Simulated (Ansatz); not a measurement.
A relaxation of cell and atoms of a 4-atom cell of C (R-3m) from a materials database with the plane-wave code Ansatz, at the level PBE-D3(BJ). The input holds the cell as the database lists it.

```yaml
crystal:
  lattice:
    - [1.2331880975, 0.7119814801, 8.2826151019]
    - [-1.2331880975, 0.7119814801, 8.2826151019]
    - [0.0, -1.4239629602, 8.2826151019]
  atoms:
    - { symbol: C, position: [0.91282692, 0.91282692, 0.91282692] }
    - { symbol: C, position: [0.24614994, 0.24614994, 0.24614994] }
    - { symbol: C, position: [0.75385006, 0.75385006, 0.75385006] }
    - { symbol: C, position: [0.08717308, 0.08717308, 0.08717308] }
kpoints:
  mp_grid: { grid: [10, 10, 10] }
hamiltonian:
  xc: pbe
  dispersion: d3bj
scf:
  occupations: { method: fermi_dirac, width: 0.02 }
relax:
  f_tol: 0.005
  cell: {}
output:
  write_density: true
  write_potential: true
  elf: true
  volumetric_format: npy
```

The trajectory has 15 recorded frames, each with fractional positions and then forces in eV/Å along x, y and z. The last, and any step after a large change of cell, is solved on a basis re-selected at its cell; pressure is positive in compression.

Step 1: energy 0.0 meV/atom from step 1, largest force component 0.006 eV/Å, pressure -0.79 GPa; a = 8.404 Å, b = 8.404 Å, c = 8.404 Å, α = 16.88°, β = 16.88°, γ = 16.88°
```
C  0.9128 0.9128 0.9128     0.000   0.000  -0.002
C  0.2462 0.2462 0.2461     0.000   0.000   0.006
C  0.7539 0.7539 0.7538     0.000   0.000  -0.006
C  0.0872 0.0872 0.0872     0.000   0.000   0.002
```

Step 2: energy -4.4 meV/atom from step 1, largest force component 0.009 eV/Å, pressure -0.50 GPa; a = 8.130 Å, b = 8.130 Å, c = 8.130 Å, α = 17.44°, β = 17.44°, γ = 17.44°
```
C  0.9138 0.9138 0.9138     0.000   0.000   0.009
C  0.2471 0.2471 0.2471     0.000   0.000   0.006
C  0.7529 0.7529 0.7529     0.000   0.000  -0.006
C  0.0862 0.0862 0.0862     0.000   0.000  -0.009
```

Step 3: energy -10.1 meV/atom from step 1, largest force component 0.019 eV/Å, pressure -0.29 GPa; a = 7.736 Å, b = 7.736 Å, c = 7.736 Å, α = 18.34°, β = 18.34°, γ = 18.34°
```
C  0.9151 0.9151 0.9151     0.000   0.000   0.013
C  0.2484 0.2484 0.2484     0.000   0.000   0.019
C  0.7516 0.7516 0.7516     0.000   0.000  -0.019
C  0.0849 0.0849 0.0849     0.000   0.000  -0.013
```

Step 4: energy -15.0 meV/atom from step 1, largest force component 0.016 eV/Å, pressure -0.11 GPa; a = 7.336 Å, b = 7.336 Å, c = 7.336 Å, α = 19.35°, β = 19.35°, γ = 19.35°
```
C  0.9175 0.9175 0.9175     0.000   0.000   0.016
C  0.2509 0.2509 0.2509     0.000   0.000   0.010
C  0.7491 0.7491 0.7491     0.000   0.000  -0.010
C  0.0825 0.0825 0.0825     0.000   0.000  -0.016
```

Step 5 (rejected): energy -14.9 meV/atom from step 1, largest force component 0.046 eV/Å, pressure +0.51 GPa; a = 7.073 Å, b = 7.073 Å, c = 7.073 Å, α = 20.07°, β = 20.07°, γ = 20.07°
```
C  0.9218 0.9218 0.9218     0.000   0.000  -0.037
C  0.2551 0.2551 0.2551     0.000   0.000  -0.046
C  0.7449 0.7449 0.7449     0.000   0.000   0.046
C  0.0782 0.0782 0.0782     0.000   0.000   0.037
```

**Question.** How does the relaxation go on, and where does it end?

**Answer.**
Step 6: energy -15.6 meV/atom from step 1, largest force component 0.006 eV/Å, pressure -0.03 GPa; a = 7.270 Å, b = 7.270 Å, c = 7.270 Å, α = 19.52°, β = 19.52°, γ = 19.52°
```
C  0.9186 0.9186 0.9186     0.000   0.000   0.003
C  0.2519 0.2519 0.2519     0.000   0.000   0.006
C  0.7481 0.7481 0.7481     0.000   0.000  -0.006
C  0.0814 0.0814 0.0814     0.000   0.000  -0.003
```

Step 7: energy -15.8 meV/atom from step 1, largest force component 0.001 eV/Å, pressure -0.01 GPa; a = 7.233 Å, b = 7.233 Å, c = 7.233 Å, α = 19.63°, β = 19.63°, γ = 19.63°
```
C  0.9189 0.9189 0.9189     0.000   0.000   0.001
C  0.2523 0.2523 0.2523     0.000   0.000   0.001
C  0.7477 0.7477 0.7477     0.000   0.000  -0.001
C  0.0811 0.0811 0.0811     0.000   0.000  -0.001
```

Step 8: energy -14.0 meV/atom from step 1, largest force component 0.001 eV/Å, pressure -0.33 GPa; a = 7.233 Å, b = 7.233 Å, c = 7.233 Å, α = 19.63°, β = 19.63°, γ = 19.63°
```
C  0.9189 0.9189 0.9189     0.000   0.000   0.001
C  0.2523 0.2523 0.2523     0.000   0.000   0.001
C  0.7477 0.7477 0.7477     0.000   0.000  -0.001
C  0.0811 0.0811 0.0811     0.000   0.000  -0.001
```

Step 9 (rejected): energy -13.3 meV/atom from step 1, largest force component 0.005 eV/Å, pressure +3.99 GPa; a = 7.150 Å, b = 7.150 Å, c = 7.150 Å, α = 19.76°, β = 19.76°, γ = 19.76°
```
C  0.9186 0.9186 0.9186     0.000   0.000   0.005
C  0.2519 0.2519 0.2519     0.000   0.000   0.004
C  0.7481 0.7481 0.7481     0.000   0.000  -0.004
C  0.0814 0.0814 0.0814     0.000   0.000  -0.005
```

Step 10: energy -14.4 meV/atom from step 1, largest force component 0.001 eV/Å, pressure -0.19 GPa; a = 7.192 Å, b = 7.192 Å, c = 7.192 Å, α = 19.74°, β = 19.74°, γ = 19.74°
```
C  0.9190 0.9190 0.9190     0.000   0.000   0.001
C  0.2523 0.2523 0.2523     0.000   0.000   0.000
C  0.7477 0.7477 0.7477     0.000   0.000   0.000
C  0.0810 0.0810 0.0810     0.000   0.000  -0.001
```

Step 11: energy -14.6 meV/atom from step 1, largest force component 0.000 eV/Å, pressure -0.02 GPa; a = 7.156 Å, b = 7.156 Å, c = 7.156 Å, α = 19.83°, β = 19.83°, γ = 19.83°
```
C  0.9190 0.9190 0.9190     0.000   0.000   0.000
C  0.2523 0.2523 0.2523     0.000   0.000   0.000
C  0.7477 0.7477 0.7477     0.000   0.000   0.000
C  0.0810 0.0810 0.0810     0.000   0.000   0.000
```

Step 12: energy -14.7 meV/atom from step 1, largest force component 0.000 eV/Å, pressure 0.00 GPa; a = 7.142 Å, b = 7.142 Å, c = 7.142 Å, α = 19.87°, β = 19.87°, γ = 19.87°
```
C  0.9190 0.9190 0.9190     0.000   0.000   0.000
C  0.2523 0.2523 0.2523     0.000   0.000   0.000
C  0.7477 0.7477 0.7477     0.000   0.000   0.000
C  0.0810 0.0810 0.0810     0.000   0.000   0.000
```

Step 13: energy -14.3 meV/atom from step 1, largest force component 0.000 eV/Å, pressure -0.05 GPa; a = 7.142 Å, b = 7.142 Å, c = 7.142 Å, α = 19.87°, β = 19.87°, γ = 19.87°
```
C  0.9190 0.9190 0.9190     0.000   0.000   0.000
C  0.2523 0.2523 0.2523     0.000   0.000   0.000
C  0.7477 0.7477 0.7477     0.000   0.000   0.000
C  0.0810 0.0810 0.0810     0.000   0.000   0.000
```

Step 14: energy -14.4 meV/atom from step 1, largest force component 0.000 eV/Å, pressure 0.00 GPa; a = 7.121 Å, b = 7.121 Å, c = 7.121 Å, α = 19.93°, β = 19.93°, γ = 19.93°
```
C  0.9190 0.9190 0.9190     0.000   0.000   0.000
C  0.2523 0.2523 0.2523     0.000   0.000   0.000
C  0.7477 0.7477 0.7477     0.000   0.000   0.000
C  0.0810 0.0810 0.0810     0.000   0.000   0.000
```

Step 15: energy -14.3 meV/atom from step 1, largest force component 0.000 eV/Å, pressure -0.01 GPa; a = 7.121 Å, b = 7.121 Å, c = 7.121 Å, α = 19.93°, β = 19.93°, γ = 19.93°
```
C  0.9190 0.9190 0.9190     0.000   0.000   0.000
C  0.2523 0.2523 0.2523     0.000   0.000   0.000
C  0.7477 0.7477 0.7477     0.000   0.000   0.000
C  0.0810 0.0810 0.0810     0.000   0.000   0.000
```

The walk took 12 steps and changed the volume by -15.9 %. The last SCF, on a fresh basis, lies 14.3 meV an atom below the first. Final cell: the symmetry is R-3m (No. 166, trigonal); conventional cell a = 2.465 Å, c = 20.931 Å, 9.18 Å³ an atom. C is surrounded by 3 C at 1.42 Å.

Command: `ansatz run input.yaml --threads 2 --pin off --max-ram 20275MiB --backend cpu --events-out ev --progress --plain --runs-dir out`.

**Question.** It took 18 s on 2 threads of AMD EPYC 7R13 Processor (Zen 3), on a shared host, load about 3.0 per core. What peak of host memory did it reach?

**Answer.** About 0.39 GiB.

No spin polarisation and no zero-point or thermal motion.
